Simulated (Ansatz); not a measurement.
# Elastic constants of ZnO at 5 GPa (stress–strain coefficients): input and output

All numbers below come from Ansatz 0.2.0, DFT PBEsol, scalar-relativistic, plane waves, PAW.

Launched with:
```bash
ansatz run input.yaml --threads 1 --pin off --max-ram 3072MiB --backend cpu --events-out ev --progress --plain --runs-dir out
```

Input (bare energies are in eV):
```yaml
crystal:
  lattice:
    - [3.1954643826, 0.0, 0.0]
    - [-1.5977321913, 2.7673533322, 0.0]
    - [0.0, 0.0, 5.1592900173]
  atoms:
    - { symbol: Zn, position: [0.3333333333, 0.6666666667, 0.0016316692] }
    - { symbol: Zn, position: [0.6666666667, 0.3333333333, 0.5016316692] }
    - { symbol: O, position: [0.3333333333, 0.6666666667, 0.3804683308] }
    - { symbol: O, position: [0.6666666667, 0.3333333333, 0.8804683308] }
basis:
  ecutwfc: 420
kpoints:
  mp_grid: { grid: [12, 12, 6] }
hamiltonian:
  xc: pbesol
scf:
  occupations: { method: fixed }
output:
  forces: true
  stress: true
  eigenvalues: true
  polarization: {}
elastic:
  mode: relaxed_ion
  stencil: two_point
```

From the output:
```
--- Elastic constants: 3 strain directions × 2 members + reference (group order 12) ---
  dense FFT box of the reference and of every strained cell: 24×24×36
  strains applied: 11, 33, 23; error gains: componentwise 1.00 (the most a stress slope's error grows in a printed constant), spectral 1.41 (1 for all six strains in a standard setting)
  C = ∂σ_k/∂η_j (tension-positive GPa; Voigt order 11 22 33 23 13 12):
       217.822    148.373    134.451     -0.000      0.000     -0.000
       148.373    217.822    134.451     -0.000      0.000      0.000
       134.219    134.219    231.939     -0.000      0.000      0.000
         0.000      0.000     -0.000     32.610      0.000      0.000
         0.000     -0.000      0.000      0.000     32.610      0.000
        -0.000      0.000     -0.000      0.000      0.000     34.725
  reference stress σ⁰ (GPa):     -4.996     -4.996     -4.990     -0.000      0.000     -0.000
  C* (energy form; C + prestress term) asymmetry max|C*_kj − C*_jk| = 2.269e-1 GPa — a small one proves nothing (zero by symmetry where the batch's group is 432, −43m or m−3m); a large one is finite-difference/SCF noise where every solve ...
  moduli (Voigt/Reuss/Hill, GPa): K = 166.85/166.85/166.85   G = 36.69/35.86/36.28   E = 101.48   ν = 0.399
  mechanically stable: yes (min eigenvalue of sym C = 32.61 GPa)
  e, the proper piezoelectric tensor (elastic.mode: relaxed_ion; C/m²; rows x y z; Voigt order 11 22 33 23 13 12):
       0.00000   -0.00000    0.00000   -0.00000   -0.58006    0.00000
      -0.00000    0.00000   -0.00000   -0.58006    0.00000    0.00000
      -0.73872   -0.73872    1.43413   -0.00000    0.00000   -0.00000
  ±, each entry's uncertainty from the finite density of the strings (C/m²), an estimate: the size of the correction for it that the entry includes:
       0.00000    0.00000    0.00000    0.00000    0.00080    0.00000
       0.00000    0.00000    0.00000    0.00080    0.00000    0.00000
       0.00011    0.00011    0.00573    0.00000    0.00000    0.00000
  the group's symmetry takes up to 9.9e-8 C/m² out of the measured responses: error of the strings' finite density and of the mesh across them, as far as it breaks the symmetry (raise kpoints.mp_grid and any string_points); the largest step ...
  strain η (Voigt 11):  stress-route row diagonal C_11 = 217.82 GPa, energy-path curvature d²(F+E_count+ΔE)/dδ²/Ω₀ = 218.68 GPa
         δ    σ_11 (GPa) F (eV) n_scf n_hpsi n_pw
    -2.000e-3      -5.4317       -7684.2326016      10   70386    905   relax 5 steps, max|allowed force component| 2.78e-5 eV/Å
     2.000e-3      -4.5604       -7684.2383357      10   69995    909   relax 6 steps, max|allowed force component| 8.48e-6 eV/Å
  strain η (Voigt 33):  stress-route row diagonal C_33 = 231.94 GPa, energy-path curvature d²(F+E_count+ΔE)/dδ²/Ω₀ = 233.37 GPa
         δ    σ_33 (GPa) F (eV) n_scf n_hpsi n_pw
    -2.000e-3      -5.4534       -7684.2325876      10   30839    905   relax 4 steps, max|allowed force component| 2.53e-5 eV/Å
     2.000e-3      -4.5256       -7684.2382510      10   31046    917   relax 4 steps, max|allowed force component| 1.07e-5 eV/Å
  strain η (Voigt 23):  stress-route row diagonal C_44 = 32.61 GPa, energy-path curvature d²(F+E_count+ΔE)/dδ²/Ω₀ = 35.65 GPa
         δ    σ_23 (GPa) F (eV) n_scf n_hpsi n_pw
    -2.000e-3      -0.0652       -7684.2355350      10   98342    908   relax 3 steps, max|allowed force component| 4.81e-5 eV/Å
     2.000e-3       0.0652       -7684.2355350      10   98285    908   relax 3 steps, max|allowed force component| 4.81e-5 eV/Å
--- Formal polarisation (Berry phase): one branch of a lattice of values; only differences between neighbouring runs are physical ---
  axis mesh electronic ionic p = total spread (rad) least overlap resolved gap  δp at fixed H ≤   (phases in cycles; p mod 2; gap in eV; gap and δp judge the states as solved, not the mesh's step, its ...
  b1    12×12×6         0.00000000    18.00000000    18.00000000      0.000000         0.8752        0.7480           4.8e-6
  b2    12×12×6         0.00000000    18.00000000    18.00000000      0.000000         0.8752        0.7480           4.8e-6
  b3    12×12×6         0.87642361    13.60478003    14.48120364      0.078068         0.8715        0.7480           3.3e-6
  quantum along a1:   0.14007978 e/Å² =   224.432545 µC/cm²
  quantum along a2:   0.14007978 e/Å² =   224.432545 µC/cm²
  quantum along a3:   0.22616813 e/Å² =   362.361289 µC/cm²
  P = (  0.63035900,   1.09181381,   1.63759335) e/Å² = ( 1009.946455,  1749.278572,  2623.713806) µC/cm²  (mod the quanta)
```

The run took 12 min on 1 thread of Intel(R) Xeon(R) Platinum 8259CL CPU @ 2.50GHz (Skylake/Cascade Lake), on a shared host, peak memory 0.78 GiB.

The bands were filled as in an insulator; under compression the gap may have closed between mesh points.